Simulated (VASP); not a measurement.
# BaO (Fm-3m) in VASP: further runs

The runs below take BaO through relaxation of cell and atoms, electrostatic potential, with r2SCAN.

All numbers are computed with VASP 6.6.1; they aren't measurements. Logs are shortened: lines on timing, memory, paths and dates and some standing lists are left out, and cuts for length are marked.

## 1. The crystal as given

Symmetry: Fm-3m, No. 225, cubic system. The conventional cell has a = 5.520 Å, b = 5.520 Å, c = 5.520 Å, α = 90.00°, β = 90.00°, γ = 90.00°. Ba (site symmetry m-3m) has 6 O at 2.76 Å as nearest neighbours. Around O (site symmetry m-3m) lie 6 Ba at 2.76 Å.

The cell was built by a generator and needn't be a form met in nature.

## 2. Relaxation of cell and atoms, r2SCAN

INCAR

```
SYSTEM = BaO
PREC     = Accurate       ! precision mode
ENCUT    = 600            ! plane-wave cutoff, eV
EDIFF    = 1E-7           ! SCF threshold, eV
ISMEAR   = 0              ! smearing method
SIGMA    = 0.02           ! smearing width, eV
LREAL    = .False.        ! projectors in reciprocal space
LASPH    = .True.         ! aspherical terms in the spheres
NELM     = 120            ! most SCF steps
ALGO     = Normal         ! electronic algorithm
ISIF     = 3              ! what is computed and relaxed
LWAVE    = .False.        ! write WAVECAR
LCHARG   = .False.        ! write CHGCAR
METAGGA  = R2SCAN         ! meta-GGA
LMIXTAU  = .True.       
IBRION   = 2              ! ionic algorithm
NSW      = 40             ! ionic steps
EDIFFG   = -0.005         ! ionic threshold
```

KPOINTS

```
Automatic mesh
0
Gamma
  8 8 8
  0 0 0
```

POSCAR

```
BaO
1.0
    0.0000000000      2.7600000000      2.7600000000
    2.7600000000      0.0000000000      2.7600000000
    2.7600000000      2.7600000000      0.0000000000
Ba O
1 1
Direct
    0.0000000000      0.0000000000      0.0000000000
    0.5000000000      0.5000000000      0.5000000000
```

Potentials or basis: VASP PAW PBE potentials, release 64 (Ba_sv, O).

On the command line:

```
$ cat potpaw_PBE.64/Ba_sv/POTCAR potpaw_PBE.64/O/POTCAR > POTCAR
$ mpirun -np 1 vasp_std > vasp.out
```

OUTCAR:

```text
SYSTEM = BaO
   PREC = Accurate
   ENCUT = 600
   EDIFF = 1E-7
   ISMEAR = 0
   LREAL = .False.
   LASPH = .True.
   NELM = 120
   ISIF = 3
   METAGGA = R2SCAN
   IBRION = 2
   NSW = 40
   EDIFFG = -0.005

 ion  position               nearest neighbor table
   1  0.000  0.000  0.000-   2 2.76   2 2.76   2 2.76   2 2.76   2 2.76   2 2.76
   2  0.500  0.500  0.500-   1 2.76   1 2.76   1 2.76   1 2.76   1 2.76   1 2.76

  LATTYP: Found a face centered cubic cell.
 ALAT       =     5.5200000000

  Lattice vectors:

 A1 = (   0.0000000000,   2.7600000000,   2.7600000000)
 A2 = (   2.7600000000,   0.0000000000,   2.7600000000)
 A3 = (   2.7600000000,   2.7600000000,   0.0000000000)

Analysis of symmetry for initial positions (statically):
=====================================================================
 Subroutine PRICEL returns:
 Original cell was already a primitive cell.

 Routine SETGRP: Setting up the symmetry group for a
 face centered cubic supercell.

 Subroutine GETGRP returns: Found 48 space group operations
 (whereof 48 operations were pure point group operations)
 out of a pool of 48 trial point group operations.

The static configuration has the point symmetry O_h .

Analysis of symmetry for dynamics (positions and initial velocities):
=====================================================================
 Subroutine PRICEL returns:
 Original cell was already a primitive cell.

 Routine SETGRP: Setting up the symmetry group for a
 face centered cubic supercell.

 Subroutine GETGRP returns: Found 48 space group operations
 (whereof 48 operations were pure point group operations)
 out of a pool of 48 trial point group operations.

The dynamic configuration has the point symmetry O_h .

 Subroutine INISYM returns: Found 48 space group operations
 (whereof 48 operations are pure point group operations),
 and found     1 'primitive' translations

----------------------------------------------------------------------------------------

                                     Primitive cell

  volume of cell :      42.0492

  direct lattice vectors                    reciprocal lattice vectors
     0.000000000  2.760000000  2.760000000    -0.181159420  0.181159420  0.181159420
     2.760000000  0.000000000  2.760000000     0.181159420 -0.181159420  0.181159420
     2.760000000  2.760000000  0.000000000     0.181159420  0.181159420 -0.181159420

  length of vectors
     3.903229432  3.903229432  3.903229432     0.313777320  0.313777320  0.313777320

  position of ions in fractional coordinates (direct lattice)
     0.000000000  0.000000000  0.000000000
     0.500000000  0.500000000  0.500000000

  ion indices of the primitive-cell ions
   primitive index   ion index
                 1           1
                 2           2

----------------------------------------------------------------------------------------

 KPOINTS: Automatic mesh

Automatic generation of k-mesh.
 Grid dimensions read from file:
 generate k-points for:    8    8    8

 Generating k-lattice:

  Cartesian coordinates                     Fractional coordinates (reciprocal lattice)
    -0.022644928  0.022644928  0.022644928     0.125000000  0.000000000  0.000000000
     0.022644928 -0.022644928  0.022644928     0.000000000  0.125000000  0.000000000
     0.022644928  0.022644928 -0.022644928     0.000000000  0.000000000  0.125000000

  Length of vectors
     0.039222165  0.039222165  0.039222165

  Shift w.r.t. Gamma in fractional coordinates (k-lattice)
     0.000000000  0.000000000  0.000000000

 Subroutine IBZKPT returns following result:
 ===========================================

 Found     29 irreducible k-points:

 Following reciprocal coordinates:
            Coordinates               Weight
  0.000000  0.000000  0.000000      1.000000
  0.125000  0.000000  0.000000      8.000000
  0.250000  0.000000  0.000000      8.000000
  0.375000  0.000000  0.000000      8.000000
  0.500000  0.000000  0.000000      4.000000
  0.125000  0.125000  0.000000      6.000000
[... 16 lines left out ...]
  0.500000  0.250000  0.125000     48.000000
 -0.375000  0.250000  0.125000     24.000000
 [... further k-points ...]
   k-points           NKPTS =     29   k-points in BZ     NKDIM =     29   number of bands    NBANDS=     12
   number of dos      NEDOS =    301   number of ions     NIONS =      2
   total plane-waves  NPLWV =  32768
   dimension x,y,z NGX =    32 NGY =   32 NGZ =   32
   dimension x,y,z NGXF=    64 NGYF=   64 NGZF=   64
   ions per type =               1   1
   NGX,Y,Z   is equivalent  to a cutoff of  13.63, 13.63, 13.63 a.u.
   NGXF,Y,Z  is equivalent  to a cutoff of  27.26, 27.26, 27.26 a.u.
 SYSTEM =  BaO
   PREC   = accura    normal or accurate (medium, high low for compatibility)
   ISTART =      0    job   : 0-new  1-cont  2-samecut
   ICHARG =      2    charge: 1-file 2-atom 10-const
   ISPIN  =      1    spin polarized calculation?
   LNONCOLLINEAR =      F non collinear calculations
   LSORBIT =      F    spin-orbit coupling
   LASPH  =      T    aspherical Exc in radial PAW
   ENCUT  =  600.0 eV  44.10 Ry    6.64 a.u.   7.80  7.80  7.80*2*pi/ulx,y,z
   NELM   =    120;   NELMIN=  2; NELMDL= -5     # of ELM steps
   EDIFF  = 0.1E-06   stopping-criterion for ELM
   LREAL  =      F    real-space projection
   EDIFFG = -.5E-02   stopping-criterion for IOM
   NSW    =     40    number of steps for IOM
   IBRION =      2    ionic relax: 0-MD 1-quasi-New 2-CG
   NFREE  =      1    steps in history (QN), initial steepest desc. (CG)
   ISIF   =      3    stress and relaxation
   ISYM   =      2    0-nonsym 1-usesym 2-fastsym
   POTIM  = 0.5000    time-step for ionic-motion
   TEBEG  =    0.0;   TEEND  =   0.0 temperature during run
   PSTRESS=    0.0 pullay stress
   NELECT =      16.0000    total number of electrons
   NUPDOWN=      -1.0000    fix difference up-down
   EMIN   =  10.00;   EMAX   =-10.00  energy-range for DOS
   EFERMI =   0.00;   METHOD = LEGACY
   ISMEAR =     0;   SIGMA  =   0.02  broadening in eV -4-tet -1-fermi 0-gaus
   EFERMI_NEDOS =   21; number of points for ismear=-14 and -15
   IALGO  =     38    algorithm
   IMIX   =      4    mixing-type and parameters
     AMIX     =   0.40;   BMIX     =  1.00
     AMIX_MAG =   1.60;   BMIX_MAG =  1.00
  volume/ion in A,a.u.               =      21.02       141.88
  Fermi-wavevector in a.u.,A,eV,Ry     =   1.186303  2.241788 19.147691  1.407316
  Thomas-Fermi vector in A             =   2.322479
   LORBIT       =      0    0 simple, 1 ext, 2 COOP (PROOUT), +10 PAW based schemes
   METAGGA = R2SCAN    functional components
   LHFCALC =     F    Hartree Fock is set to
   AEXX    =    0.0000 exact exchange contribution
   IVDW    =     0    specifies the selected vdW correction
   LEPSILON=     F    determine dielectric tensor
   LRPA    =     F    only Hartree local field effects (RPA)
 conjugate gradient relaxation of ions
 non-spin polarized calculation
 Gauss-broadening in eV      SIGMA  =   0.02
  energy-cutoff  :      600.00
  volume of cell :       42.05
 maximum number of plane-waves:      1424
   NGX = 15   NGY = 15   NGZ = 15

--------------------------------------- Ionic step        1  -------------------------------------------

 number of electron      15.9999998 magnetization

 Free energy of the ion-electron system (eV)
  ---------------------------------------------------
  ext. energy  EPLUGINS =         0.00000000
  ---------------------------------------------------
  free energy    TOTEN  =       -37.81687952 eV

  energy without entropy =      -37.81687952  energy(sigma->0) =      -37.81687952

------------------------ aborting loop because EDIFF is reached ----------------------------------------

  FORCE on cell =-STRESS in cart. coord.  units (eV):
  Direction    XX          YY          ZZ          XY          YZ          ZX
  --------------------------------------------------------------------------------------
  -------------------------------------------------------------------------------------
  Total        0.7099727      0.7099727      0.7099727      0.0000000      0.0000000     -0.0000000
  in kB       27.0517270     27.0517270     27.0517270      0.0000000      0.0000000     -0.0000000
  external PRESSURE =      27.0517270 kB  Pullay stress =       0.0000000 kB
[... 21 lines left out ...]
  energy  without entropy=      -37.8168795176  energy(sigma->0) =      -37.81687952

--------------------------------------- Ionic step        2  -------------------------------------------

 number of electron      16.0000004 magnetization

 E-fermi :   1.5461     XC(G=0):  -9.9646

 val. band max:        1.3722271836   @ k =   0.5000   0.5000   0.0000
 cond. band min:       3.8108173697   @ k =   0.5000   0.5000   0.0000
 fundamental gap:      2.4385901861
 Fermi energy:         1.5460778663

 k-point     1 :       0.0000    0.0000    0.0000
  band No.  band energies     occupation
      1     -25.3073      2.00000
      2     -14.4911      2.00000
      3      -9.4649      2.00000
      4      -9.4649      2.00000
      5      -9.4649      2.00000
      6       1.1059      2.00000
      7       1.1059      2.00000
      8       1.1059      2.00000
      9       5.3177      0.00000
     10       6.5142      0.00000
     11       6.5142      0.00000
     12       6.5142      0.00000
[... 378 lines left out ...]
  energy  without entropy=      -37.8255671380  energy(sigma->0) =      -37.82556714

--------------------------------------- Ionic step        3  -------------------------------------------

 number of electron      16.0000002 magnetization

 Free energy of the ion-electron system (eV)
  ---------------------------------------------------
  ext. energy  EPLUGINS =         0.00000000
  ---------------------------------------------------
  free energy    TOTEN  =       -37.82859497 eV

  energy without entropy =      -37.82859497  energy(sigma->0) =      -37.82859497

 E-fermi :   1.6061     XC(G=0): -10.0505

 val. band max:        1.4893241987   @ k =   0.5000   0.5000   0.0000
 cond. band min:       3.8742077252   @ k =   0.5000   0.5000   0.0000
 fundamental gap:      2.3848835266
 Fermi energy:         1.6060586520

 k-point     1 :       0.0000    0.0000    0.0000
  band No.  band energies     occupation
      1     -25.1860      2.00000
      2     -14.4252      2.00000
      3      -9.3118      2.00000
      4      -9.3118      2.00000
      5      -9.3118      2.00000
      6       1.1787      2.00000
      7       1.1787      2.00000
      8       1.1787      2.00000
      9       5.5125      0.00000
     10       6.6250      0.00000
     11       6.6250      0.00000
     12       6.6250      0.00000
[... 374 lines left out ...]
  FREE ENERGIE OF THE ION-ELECTRON SYSTEM (eV)
  ---------------------------------------------------
  free  energy   TOTEN  =       -37.8285949744 eV

  energy  without entropy=      -37.8285949744  energy(sigma->0) =      -37.82859497

 reached required accuracy - stopping structural energy minimisation
```

Run time: 2.6 min. Hardware: 1 thread of Intel Xeon Platinum 8259CL at 2.50GHz (Skylake/Cascade Lake), shared host; peak memory 0.21 GiB.

What came out:

| Item | Value |
| --- | --- |
| Free energy | -37.8286 eV |
| Relaxed volume | 21.74 Å³/atom |
| Relaxed cell | a = 3.947 Å, b = 3.947 Å, c = 3.947 Å, α = 60.00°, β = 60.00°, γ = 60.00° |
| Space group after relaxing (to 0.05 Å) | Fm-3m (No. 225) |
| Energy gained by relaxing | 5.9 meV/atom |
| Ionic steps | 3 |
| Pressure after relaxing | 0.0 GPa |
| Band gap on the k mesh | 2.38 eV, direct |

Step by step:
```
step  energy change (eV)  largest force (eV/Å)  pressure (GPa)  volume (Å³)
   1              0.0000                0.0000            2.71        42.05
   2             -0.0087                0.0000           -1.25        44.25
   3             -0.0117                0.0000            0.00        43.48
```

Final structure:
```cif
data_structure
_symmetry_space_group_name_H-M 'P 1'
_symmetry_Int_Tables_number 1
_cell_length_a 3.9471
_cell_length_b 3.9471
_cell_length_c 3.9471
_cell_angle_alpha 60.000
_cell_angle_beta 60.000
_cell_angle_gamma 60.000
_cell_volume 43.48
loop_
_atom_site_label
_atom_site_type_symbol
_atom_site_fract_x
_atom_site_fract_y
_atom_site_fract_z
_atom_site_occupancy
Ba1 Ba 0.00000 0.00000 0.00000 1
O1 O 0.50000 0.50000 0.50000 1
```

Caveat: the PAW data sets were made with another functional, which shifts forces and pressure a little; spin-orbit coupling is left out, which moves the levels of the heavy elements.

## 3. Electrostatic potential, r2SCAN

This run uses another cell than the first one, of 21.74 Å³/atom, 1.034 times its volume.

INCAR

```
ALGO     = Normal         # electronic algorithm
EDIFF    = 1E-7           # SCF threshold, eV
ENCUT    = 520            # plane-wave cutoff, eV
ISIF     = 2              # what is computed and relaxed
ISMEAR   = 0              # smearing method
LASPH    = True           # aspherical terms in the spheres
LCHARG   = True           # write CHGCAR
LMIXTAU  = True         
LREAL    = False          # projectors in reciprocal space
LVHAR    = True         
LWAVE    = False          # write WAVECAR
METAGGA  = R2SCAN         # meta-GGA
NELM     = 80             # most SCF steps
PREC     = Accurate       # precision mode
SIGMA    = 0.02           # smearing width, eV
```

KPOINTS

```
k-points
0
Gamma
  8 8 8
```

POSCAR

```
BaO                                     
1.0
   -0.0000000000      2.7909961356      2.7909961356
    2.7909961356      0.0000000000      2.7909961356
    2.7909961356      2.7909961356     -0.0000000000
  Ba              O             
     1     1
Direct
     0.0000000000000000    0.0000000000000000    0.0000000000000000
     0.5000000000000000    0.5000000000000000    0.5000000000000000
```

Potentials or basis: VASP PAW PBE potentials, release 64 (Ba_sv, O).

On the command line:

```
$ cat potpaw_PBE.64/Ba_sv/POTCAR potpaw_PBE.64/O/POTCAR > POTCAR
$ mpirun -np 1 vasp_std > vasp.out
```

OUTCAR:

```text
EDIFF = 1E-7
   ENCUT = 520
   ISIF = 2
   ISMEAR = 0
   LASPH = True
   LREAL = False
   METAGGA = R2SCAN
   NELM = 80
   PREC = Accurate

 ion  position               nearest neighbor table
   1  0.000  0.000  0.000-   2 2.79   2 2.79   2 2.79   2 2.79   2 2.79   2 2.79
   2  0.500  0.500  0.500-   1 2.79   1 2.79   1 2.79   1 2.79   1 2.79   1 2.79

  LATTYP: Found a face centered cubic cell.
 ALAT       =     5.5819922712

  Lattice vectors:

 A1 = (   0.0000000000,   2.7909961356,   2.7909961356)
 A2 = (   2.7909961356,   0.0000000000,   2.7909961356)
 A3 = (   2.7909961356,   2.7909961356,   0.0000000000)

Analysis of symmetry for initial positions (statically):
=====================================================================
 Subroutine PRICEL returns:
 Original cell was already a primitive cell.

 Routine SETGRP: Setting up the symmetry group for a
 face centered cubic supercell.

 Subroutine GETGRP returns: Found 48 space group operations
 (whereof 48 operations were pure point group operations)
 out of a pool of 48 trial point group operations.

The static configuration has the point symmetry O_h .

[... 174 lines left out ...]
      4      -9.3111      2.00000
      5      -9.3111      2.00000
      6       1.1788      2.00000
      7       1.1789      2.00000
      8       1.1789      2.00000
      9       5.5123      0.00000
     10       6.6251      0.00000
     11       6.6251      0.00000
     12       6.6252      0.00000
[... 331 lines left out ...]
 k-point    24 :      -0.3750    0.2500    0.1250
  band No.  band energies     occupation
      1     -24.9071      2.00000
      2     -14.9184      2.00000
      3      -9.9165      2.00000
      4      -9.8888      2.00000
      5      -9.4301      2.00000
      6       0.0419      2.00000
      7       0.6123      2.00000
      8       0.6778      2.00000
      9       6.7183      0.00000
     10       7.3436      0.00000
     11       9.7843      0.00000
     12       9.8230      0.00000

 [... further k-points ...]

------------------------ aborting loop because EDIFF is reached ----------------------------------------

  FORCE on cell =-STRESS in cart. coord.  units (eV):
  Direction    XX          YY          ZZ          XY          YZ          ZX
  --------------------------------------------------------------------------------------
  -------------------------------------------------------------------------------------
  Total        0.0145227      0.0145227      0.0145227      0.0000000      0.0000000     -0.0000000
  in kB        0.5351176      0.5351176      0.5351176      0.0000000      0.0000000     -0.0000000
  external PRESSURE =       0.5351176 kB  Pullay stress =       0.0000000 kB

 VOLUME and BASIS-vectors are now :
 -----------------------------------------------------------------------------
  energy-cutoff  :      520.00
  volume of cell :       43.48
      direct lattice vectors                 reciprocal lattice vectors
     0.000000000  2.790996136  2.790996136    -0.179147507  0.179147507  0.179147507
     2.790996136  0.000000000  2.790996136     0.179147507 -0.179147507  0.179147507
     2.790996136  2.790996136  0.000000000     0.179147507  0.179147507 -0.179147507

 POSITION                                       TOTAL-FORCE (eV/Angst)
 -----------------------------------------------------------------------------------
      0.00000      0.00000      0.00000         0.000000     -0.000000     -0.000000
      2.79100      2.79100      2.79100        -0.000000      0.000000      0.000000
 -----------------------------------------------------------------------------------
    total drift:                                0.000000      0.000000      0.000000

  FREE ENERGIE OF THE ION-ELECTRON SYSTEM (eV)
  ---------------------------------------------------
  free  energy   TOTEN  =       -37.8278888892 eV

  energy  without entropy=      -37.8278888892  energy(sigma->0) =      -37.82788889
```

OSZICAR:

```text
N       E                     dE             d eps       ncg     rms          rms(c)
DAV:   1     0.617192133874E+02    0.61719E+02   -0.83001E+03   696   0.126E+03
DAV:   2    -0.403924057912E+02   -0.10211E+03   -0.93414E+02  1008   0.241E+02
DAV:   3    -0.452434819105E+02   -0.48511E+01   -0.48136E+01   924   0.562E+01
DAV:   4    -0.453146738787E+02   -0.71192E-01   -0.71158E-01   824   0.690E+00
[... 10 lines left out ...]
DAV:  15    -0.378278367711E+02   -0.60759E-03   -0.35291E-04   772   0.179E-01    0.921E-03
DAV:  16    -0.378278265100E+02    0.10261E-04   -0.81111E-05   712   0.811E-02    0.287E-02
DAV:  17    -0.378278782807E+02   -0.51771E-04   -0.73266E-05   764   0.719E-02    0.203E-03
DAV:  18    -0.378278888696E+02   -0.10589E-04   -0.93796E-06   712   0.385E-02    0.362E-03
DAV:  19    -0.378278888892E+02   -0.19573E-07   -0.15943E-07   788   0.382E-03
   1 F= -.37827889E+02 E0= -.37827889E+02  d E =-.395134E-21
```

Wall time 82 s (1 thread of Intel Xeon Platinum 8259CL at 2.50GHz (Skylake/Cascade Lake), shared host); peak memory 0.18 GiB.

Results:

```yaml
Free_energy: -37.8279 eV
Pressure: 0.1 GPa
Band_gap_on_the_k_mesh: 2.38 eV, direct
```

Caveat: the PAW data sets were made with another functional, which shifts forces and pressure a little; spin-orbit coupling is left out, which moves the levels of the heavy elements. A k mesh can miss the band edges.
